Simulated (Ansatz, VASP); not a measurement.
# One calculation of Ta, two programs

```
Ta
1.0
    -1.52258    1.65948    1.47279
     1.52258   -1.65948    1.47279
     1.52258    1.65948   -1.47279
Ta
1
Direct
  0.00000 0.00000 0.00000
```

Change from the starting cell: normal strain along x -0.0825, normal strain along z -0.1125.

Alike in both runs: task single point; functional PBE; k mesh 18 × 18 × 18; occupations gaussian, width 0.15 eV; no spin polarisation.

```csv
,VASP,Ansatz
version,VASP 6.6.1,Ansatz 0.2.0
potentials or method,"VASP PAW PBE potentials, release 64 (Ta_pv)","scalar-relativistic, plane waves, PAW"
plane-wave cutoff (eV),520,420
valence electrons in the cell,11,13
```

|  | VASP | Ansatz | Ansatz less VASP |
| --- | --- | --- | --- |
| gap on the k mesh at the Fermi level (eV) | none | none | - |
| pressure (GPa) | 60.6 | 59.8 | -0.77 |
| largest component of the traceless stress (GPa) | 12.52 | 12.49 | -0.028 |

A gap of «none» marks a metal or a gap that the smearing closes. The two sets of potentials don't hold the same shells in valence.

Caveats: the cell as given lies far from equilibrium; so large a pressure means that the cell lies far from this level's equilibrium, or that cutoff or potentials fall short (VASP). Spin-orbit coupling is left out, which matters for the levels of Ta.
